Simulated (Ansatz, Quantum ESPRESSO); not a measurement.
BAs and the pressure, program beside program

The cell as given:

Symmetry: F-43m, No. 216, cubic system. The conventional cell has a = 4.777 Å, b = 4.777 Å, c = 4.777 Å, α = 90.00°, β = 90.00°, γ = 90.00°. As (site symmetry -43m) is surrounded by 4 B at 2.07 Å. B (site symmetry -43m) has 4 As at 2.07 Å as nearest neighbours.

Kept alike: task relaxation of cell and atoms; functional PBE; k mesh 10 × 10 × 10; occupations fermi-dirac, width 0.05 eV; no spin polarisation. The mesh is that of the run's cell of 2 atoms. No spin-orbit coupling.

- A: Ansatz, all-electron LAPW, scalar-relativistic
- B: Quantum ESPRESSO, SSSP 1.3 efficiency PBE, cutoff 857 eV

```csv
pressure (GPa),A: band gap on the mesh (eV),B: band gap on the mesh (eV)
0,1.206,1.197
2,1.192,1.182
5,1.171,1.161
10,1.139,1.128
20,1.082,1.070
30,1.033,1.020
```

Values hold for each row's relaxed cell, which stops near the pressure aimed at. The runs follow the start's structure, whether or not it is the stable one at these pressures. A gap on the mesh can miss an edge between its points.

How large is the effect of the pressure, and do the programs agree on it?

From 0 to 30 GPa the band gap on the mesh moves by -0.173 in A, -0.177 in B (eV). Row by row the programs differ by 0.009 to 0.013, and over this span the shifts, as printed, agree within about 2 %.
